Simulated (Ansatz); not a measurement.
This SnGe2 structure is the end of a relaxation. The cell was found from a structure generator's guess, not taken from experiment.

These are results of DFT PBE, scalar-relativistic, plane waves, PAW (Ansatz), not measurements. Cutoff 420 eV, Γ-centred mesh, Gaussian smearing, no spin polarisation.

```
Sn Ge
1.0
     5.71107    0.00000    0.00000
     0.00000    3.18475    0.00000
    -1.65055    0.00000    7.39930
Sn Ge
2 4
Direct
  0.30912 0.25000 0.09638
  0.69088 0.75000 0.90362
  0.32808 0.75000 0.56563
  0.03151 0.25000 0.72371
  0.67192 0.25000 0.43437
  0.96849 0.75000 0.27629
```

The zero of energy is the elements' standard structures at the same level; no fitted shifts are applied. The references include grey tin.

(1) What space group does it have?

(2) What is its formation energy per atom?

(3) Is it a metal?

## Answers

(1) P2_1/m (No. 11). Conventional cell: a = 5.711 Å, b = 3.185 Å, c = 7.581 Å, β = 102.6°. Around Sn lie 4 Ge at 2.92–3.06 Å and 4 Sn at 3.18–3.29 Å; around Ge on its first site lie 5 Ge at 2.66–2.87 Å, 1 Sn at 2.92 Å and 2 Ge at 3.18 Å; Ge on its second site has 3 Ge at 2.66–2.78 Å, 3 Sn at 2.92–3.06 Å and 2 Ge at 3.18 Å.

(2) +0.19 eV/atom. The separate elements lie lower, so it is unstable against them.

(3) Yes, bands cross the Fermi level on the 8×12×6 mesh.

The last run used an 8×12×6 mesh (in the run's order of axes) for its 6-atom cell and Gaussian smearing of 0.10 eV. This cell was reached by moving the atoms of another relaxed cell at random and relaxing again, last within the group found; it had no such test of its own. Another cell of SnGe2 relaxed alike, in P-3m1, lies 153 meV/atom lower, so this cell isn't the stable form at this level.
